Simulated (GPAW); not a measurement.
Wanted: an ASE script for a GPAW 26.7.0 run.

| Quantity | Value |
| --- | --- |
| Task | single point |
| Functional | PBE |
| Potentials or basis | GPAW PAW data sets (gpaw-data 1.2.1) |
| Cutoff | 600 eV |
| Basis | pw |
| k mesh | 10 × 10 × 10 |
| Occupations | fermi-dirac, width 0.05 eV |
| Spin | no spin polarisation |
| Maxiter | 150 |

The system is Cd.

```
Cd
1.0
     1.60803    0.92840    2.44929
    -1.60803    0.92840    2.44929
     0.00000   -1.85679    2.44929
Cd
1
Direct
  0.00000 0.00000 0.00000
```

This isn't the form of Cd at room conditions, which is hcp.

These files were run (other wordings do the same):

run.py

```python
from ase import Atoms
from ase.dft.bandgap import bandgap
from ase.io import write
from ase.units import GPa
from gpaw import GPAW, PW

atoms = Atoms(['Cd'],
              cell=[[1.6080291515, 0.9283960635, 2.44928741],
                    [-1.6080291515, 0.9283960635, 2.44928741],
                    [0.0, -1.856792127, 2.44928741]],
              scaled_positions=[[0.0, 0.0, 0.0]],
              pbc=True)

calc = GPAW(mode=PW(600),
            xc='PBE',
            kpts={'size': (10, 10, 10), 'gamma': True},
            occupations={'name': 'fermi-dirac', 'width': 0.05},
            nbands=13,
            convergence={'density': 1e-05, 'energy': 1e-05},
            maxiter=150,
            txt='gpaw.txt')
atoms.calc = calc
energy = atoms.get_potential_energy()
forces = atoms.get_forces()
stress = atoms.get_stress()
calc.write('gs.gpw')
write('result.traj', atoms)
print(f'Energy: {energy:.6f} eV')
print('Forces (eV/A):')
print(forces.round(4))
print('Stress (GPa):', (stress / GPa).round(3))
print('Fermi level:', round(calc.get_fermi_level(), 4), 'eV')
print(f'Gap: {bandgap(calc)[0]:.4f} eV, direct: {bandgap(calc, direct=True)[0]:.4f} eV')
```

Potentials or basis: GPAW PAW data sets (gpaw-data 1.2.1), pw.

Run with:

```sh
$ OMP_NUM_THREADS=1 python run.py
```

Results of the run:

| Property | Result |
| --- | --- |
| Pressure | 1.6 GPa |
| Band gap on the k mesh | none (metal or under the smearing width) |

Wall time 21 s on 1 thread of Arm Neoverse V1, on a shared host, peak memory 0.15 GiB.
